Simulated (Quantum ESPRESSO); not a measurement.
## Rh: phonon spectrum and thermodynamics under several settings

```
Rh
1.0
     0.00000    1.89785    1.89785
     1.89785    0.00000    1.89785
     1.89785    1.89785    0.00000
Rh
1
Direct
  0.00000 0.00000 0.00000
```

All runs used Quantum ESPRESSO 7.5; k mesh 12 × 12 × 12; relaxed cell; no spin polarisation; cutoff 612 eV; occupations cold, width 0.2 eV; q mesh 2 × 2 × 2.

```csv
level,potentials,volume (Å³/atom),pressure (GPa),highest frequency (cm⁻¹),zero-point energy (meV/atom),entropy at room temperature (k_B/atom)
LDA,GBRV 1.5 LDA,13.26,0.0,263,35.0,3.50
PBE,GBRV 1.5 PBE,14.05,0.1,239,32.0,3.75
PBEsol,GBRV 1.5 PBEsol,?,0.0,?,?,?
```

Problem. What stands in the row left open?

Solution. Volume 13.52 Å³/atom; highest frequency 255 cm⁻¹; zero-point energy 34.1 meV/atom; entropy at room temperature 3.57 k_B/atom.

For the row left open. Caveat: the q mesh is small, so phonon branches between its points and thermal values are rough.
